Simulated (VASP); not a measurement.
## SnO2 (Cassiterite): relaxation of cell and atoms with PBE

Crystal: SnO2 (Cassiterite).

```
Sn O
1.0
     4.73800    0.00000    0.00000
     0.00000    4.73800    0.00000
     0.00000    0.00000    3.18650
Sn O
2 4
Direct
  0.50000 0.50000 0.50000
  0.00000 0.00000 0.00000
  0.80710 0.19290 0.50000
  0.69290 0.69290 0.00000
  0.19290 0.80710 0.50000
  0.30710 0.30710 0.00000
```

```json
{"Program": "VASP 6.6.1", "Task": "relaxation of cell and atoms", "Functional": "PBE", "Potentials or basis": "VASP PAW PBE potentials, release 64 (Sn, O)", "Cutoff": "580 eV", "k mesh": "6 × 6 × 8", "Occupations": "fermi-dirac, width 0.05 eV", "Spin": "no spin polarisation", "Further INCAR settings": "ALGO = Normal; EDIFF = 1e-06; IBRION = 2; EDIFFG = -0.01; NSW = 40; ISIF = 3"}
```

* Relaxed volume: 12.59 Å³/atom
* Relaxed cell: a = 4.830 Å, b = 4.830 Å, c = 3.238 Å, α = 90.00°, β = 90.00°, γ = 90.00°
* Space group after relaxing (to 0.05 Å): P4_2/mnm (No. 136)
* Energy gained by relaxing: 22.8 meV/atom
* Ionic steps: 9
* Pressure after relaxing: 0.0 GPa
* Largest force after relaxing: 0.004 eV/Å
* Band gap on the k mesh: 0.64 eV, direct

Forces in eV/Å, atoms in the order of the input:
```
Sn   0.000  0.000  0.000
Sn   0.000  0.000  0.000
O   -0.003  0.003  0.000
O    0.003  0.003  0.000
O    0.003 -0.003  0.000
O   -0.003 -0.003  0.000
```

Step by step:
| step | energy change (eV) | largest force (eV/Å) | pressure (GPa) | volume (Å³) |
| --- | --- | --- | --- | --- |
| 1 | 0.0000 | 0.2918 | 11.58 | 71.53 |
| 2 | 0.0867 | 0.3819 | -11.21 | 80.83 |
| 3 | -0.1346 | 0.0636 | 0.02 | 75.37 |
| 4 | -0.1346 | 0.0576 | 0.19 | 75.29 |
| 5 | -0.1365 | 0.0006 | 0.05 | 75.44 |
| 6 | -0.1367 | 0.0206 | 0.03 | 75.50 |
| 7 | -0.1367 | 0.0223 | 0.03 | 75.50 |
| 8 | -0.1367 | 0.0233 | 0.03 | 75.51 |
| 9 | -0.1368 | 0.0037 | -0.05 | 75.54 |

Final structure:
```cif
data_structure
_symmetry_space_group_name_H-M 'P 1'
_symmetry_Int_Tables_number 1
_cell_length_a 4.8299
_cell_length_b 4.8299
_cell_length_c 3.2380
_cell_angle_alpha 90.000
_cell_angle_beta 90.000
_cell_angle_gamma 90.000
_cell_volume 75.54
loop_
_atom_site_label
_atom_site_type_symbol
_atom_site_fract_x
_atom_site_fract_y
_atom_site_fract_z
_atom_site_occupancy
Sn1 Sn 0.50000 0.50000 0.50000 1
Sn2 Sn 0.00000 0.00000 0.00000 1
O1 O 0.80656 0.19344 0.50000 1
O2 O 0.69344 0.69344 0.00000 1
O3 O 0.19344 0.80656 0.50000 1
O4 O 0.30656 0.30656 0.00000 1
```

Levels at points of the mesh, in eV from the valence-band top:
```
           k point  band 12  band 13  band 14  band 15  band 16  band 17  band 18  band 19  band 20
(0.00, 0.00, 0.00)    -1.31    -1.31    -0.75    -0.75     0.00     0.64     5.65     6.03     6.03
(0.50, 0.00, 0.00)    -1.93    -1.26    -1.26    -0.62    -0.62     3.85     3.85     6.77     6.77
(0.50, 0.50, 0.00)    -1.88    -1.38    -1.38    -0.86    -0.86     4.24     4.24     7.13     7.13
(0.00, 0.00, 0.50)    -2.63    -1.53    -1.53    -1.19    -1.19     5.55     5.55     9.33     9.33
(0.50, 0.00, 0.50)    -1.70    -1.02    -1.02    -0.79    -0.79     5.81     5.81     7.57     7.57
(0.50, 0.50, 0.50)    -2.50    -0.93    -0.93    -0.78    -0.78     4.31     4.31     8.59     8.59
```

Run time: 4 min on 1 thread of Intel(R) Xeon(R) Platinum 8488C (Sapphire Rapids) (shared host), peak memory 0.24 GiB.

Caveat: spin-orbit coupling is left out, which moves the levels of the heavy elements. PBE gaps usually lie below the measured ones, often by a third to a half.
